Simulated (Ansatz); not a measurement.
# KBr: how the settings move a relaxation

Aim: see which settings change the result for KBr, by how much, and at what cost.

Computed with Ansatz 0.2.0 (reference: DFT, PBEsol, PAW with Ansatz's default frozen-core files, scalar-relativistic; relaxation of cell and atoms, unless a step's input says otherwise).

1 further run of the same task is left out (set aside as unsound or not needed).

## (1) The system as given

It takes space group Fm-3m (No. 225, cubic). The conventional cell has a = 6.600 Å, b = 6.600 Å, c = 6.600 Å, α = 90.00°, β = 90.00°, γ = 90.00°. Around K (site symmetry m-3m) lie 6 Br at 3.30 Å. Br (site symmetry m-3m) is surrounded by 6 K at 3.30 Å.

Coordinates:

```cif
data_structure
_symmetry_space_group_name_H-M 'Fm-3m'
_symmetry_Int_Tables_number 225
_cell_length_a 6.6000
_cell_length_b 6.6000
_cell_length_c 6.6000
_cell_angle_alpha 90.000
_cell_angle_beta 90.000
_cell_angle_gamma 90.000
_cell_volume 287.50
loop_
_atom_site_label
_atom_site_type_symbol
_atom_site_symmetry_multiplicity
_atom_site_Wyckoff_symbol
_atom_site_fract_x
_atom_site_fract_y
_atom_site_fract_z
_atom_site_occupancy
K1 K 4 a 0.00000 0.00000 0.00000 1
Br1 Br 4 b 0.50000 0.00000 0.00000 1
```

## (2) Baseline

Input file input.yaml:

```yaml
crystal:
  lattice:
    - [0.0, 3.3, 3.3]
    - [3.3, 0.0, 3.3]
    - [3.3, 3.3, 0.0]
  atoms:
    - { symbol: K, position: [0.0, 0.0, 0.0] }
    - { symbol: Br, position: [0.5, 0.5, 0.5] }
kpoints:
  mp_grid: { grid: [10, 10, 10] }
scf:
  occupations: { method: fermi_dirac, width: 0.08 }
hamiltonian:
  xc: pbesol
  pseudopotentials: { kind: paw }
relax:
  f_tol: 0.002
  max_steps: 80
  cell: {}
output:
  forces: true
  stress: true
```

On the command line:

```bash
$ ansatz run input.yaml --threads 1 --pin off --max-ram 3072MiB --backend cpu --events-out ev --progress --plain --runs-dir out
```

## (3) Changed: mp_grid.grid [6, 6, 6], occupations.method fixed, scf.algorithm density_mixing, f_tol 0.001, max_displacement 0.3

Edit input.yaml of step 2 so:

```diff
@@ -9,5 +9,6 @@
 kpoints:
-  mp_grid: { grid: [10, 10, 10] }
+  mp_grid: { grid: [6, 6, 6] }
 scf:
-  occupations: { method: fermi_dirac, width: 0.08 }
+  occupations: { method: fixed }
+  algorithm: density_mixing
 hamiltonian:
@@ -16,5 +17,6 @@
 relax:
-  f_tol: 0.002
+  f_tol: 0.001
   max_steps: 80
   cell: {}
+  max_displacement: 0.3
 output:
```

Before running it: what results should come out? Wanted: for each run, ending; energy change; pressure; gap; force.

**Answer**, as computed:

```csv
run,ending,energy change,pressure (GPa),gap (eV),force (eV/Å),cycles,time
reference,converged,0,0.0,4.34,0.00,19,7.4 s
"1: mp_grid.grid [6, 6, 6], occupations.method fixed, scf.algorithm density_mixing, f_tol 0.001, max_displacement 0.3",converged,0.0 meV/atom (σ→0),0.0,4.34,0.00,18,3.1 s
```

Changing the k-point mesh, smearing, solver, convergence setting and walk settings hardly moves the energy: 0.0 meV/atom.
